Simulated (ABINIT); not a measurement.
Ir:

```
CELL_PARAMETERS angstrom
0.00000 1.91560 1.91560
1.91560 0.00000 1.91560
1.91560 1.91560 0.00000
ATOMIC_POSITIONS crystal
Ir 0.00000 0.00000 0.00000
```

Base run:

- Program: ABINIT 10.8.3 (patched build)
- Functional: AM05
- Potentials or basis: JTH PAW PBE v2.0
- Cutoff: 463 eV
- k mesh: 12 × 12 × 12
- Occupations: fermi-dirac, width 0.05 eV
- Spin: spin-orbit coupling, no magnetisation

Its results: band gap on the k mesh none (metal or under the smearing width); pressure -1.2 GPa.

The run is repeated on the same cell with these changes: functional from AM05 to rPW86PBE. What comes out?

Band gap on the k mesh none (metal or under the smearing width); pressure 29.9 GPa.

Caveats: the PAW data sets were made with another functional, which shifts forces and pressure a little; a pressure of tens of GPa on the cell as given is suspect, and the run, the potentials or the cell itself is likely at fault (some runs).

Not every run made on this cell is shown here.
